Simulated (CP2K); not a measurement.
Crystal: BaTiO3.

```
Ba Ti O
1.0
     3.99980    0.00000    0.00000
     0.00000    3.99980    0.00000
     0.00000    0.00000    8.03600
Ba Ti O
2 2 6
Cartesian
  3.9971 0.0060 0.0165
  0.0027 3.9938 4.0015
  1.9573 1.9913 1.9280
  2.0425 2.0085 5.9633
  2.0111 2.0083 0.0866
  1.9887 1.9915 4.0600
  2.0226 0.0067 2.0741
  1.9772 3.9931 6.0825
  0.0311 1.9987 2.1106
  3.9687 2.0011 6.0460
```

Base run:

| Item | Value |
| --- | --- |
| Program | CP2K 2026.2 |
| Functional | BLYP |
| Potentials or basis | POTENTIAL_UZH Ba GTH-PBE-q10, Ti GTH-PBE-q12, O GTH-PBE-q6; DZVP-MOLOPT-PBE-GTH basis |
| Density cutoff | 11565 eV |
| k mesh | 5 × 5 × 3 |
| Occupations | fermi-dirac, width 0.05 eV |
| Spin | no spin polarisation |

Its results: band gap on the k mesh 2.03 eV; pressure 11.4 GPa.

Q: After a change of settings the same cell gave: band gap on the k mesh 1.97 eV; pressure 0.3 GPa. Which change was it?
A. functional from BLYP to PBEsol
B. functional from BLYP to AM05
C. functional from BLYP to optB88-vdW
D. functional from BLYP to LDA

A: A.

PBEsol binds more tightly than BLYP, so the same cell stands under less pressure.

Caveats: the potentials were made for another functional, which shifts forces and pressure; spin-orbit coupling is left out, which moves the levels of the heavy elements; the mesh misses the band edges, which the band path finds closer together; the basis of atomic orbitals isn't converged, which shifts pressures, moduli and gaps.
